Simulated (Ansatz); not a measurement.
SnO2 under changes of volume

One of the cells (11.371 Å³/atom); the others are scaled copies at fixed shape and fractional positions:

```
Sn O
1.0
     0.00000    2.57415    2.57415
     2.57415    0.00000    2.57415
     2.57415    2.57415    0.00000
Sn O
1 2
Direct
  0.00000 0.00000 0.00000
  0.75000 0.75000 0.75000
  0.25000 0.25000 0.25000
```

Measurements of this composition are mostly on another form, of space group No. 136.

| Quantity | Value |
| --- | --- |
| Program | Ansatz 0.2.0 |
| Functional | PBEsol |
| Potentials or basis | Ansatz PAW |
| Cutoff | 420 eV (not typed: the program's choice for these potentials) |
| k mesh | 9 × 9 × 9 |
| Occupations | fermi-dirac, width 0.05 eV |
| Spin | no spin polarisation |

```tsv
volume (Å³/atom)	energy over the lowest point (meV/atom)	pressure (GPa)	gap on the mesh (eV)
10.689	4.15	5.4	0.43
10.916	0.00	0.7	0.22
11.144	?	?	?
11.371	9.37	-7.0	none
11.599	21.75	-10.3	none
11.826	38.47	-13.2	none
12.054	58.98	-15.7	none
```

Task: What does the run at 11.144 Å³/atom give?

Result: Energy over the lowest point 1.96 meV/atom; pressure -3.4 GPa; gap on the mesh none.

Worked out: A Birch-Murnaghan fit of order 3 (a polynomial in V^(-2/3)) to the other rows has its minimum at 10.95 Å³/atom with B0 = V·E''(V) = 205 GPa and B' = 4.7. It gives 1.95 meV/atom at 11.144 Å³/atom, against the run's 1.96, and -dE/dV = -3.4 GPa, against -3.4.

Energies are extrapolated to zero smearing.

Caveats: the PAW data sets come from PBE, with cores solved anew for the run's functional, which leaves a small shift of forces and pressure; odd divisions of the mesh miss points on the zone boundary, where band edges often lie, so the gap on the mesh can be too wide (some runs); spin-orbit coupling is left out, which moves the levels of the heavy elements (some runs).

A mesh can miss the band edges.

A gap of «none» marks a metal or a gap under the smearing width.
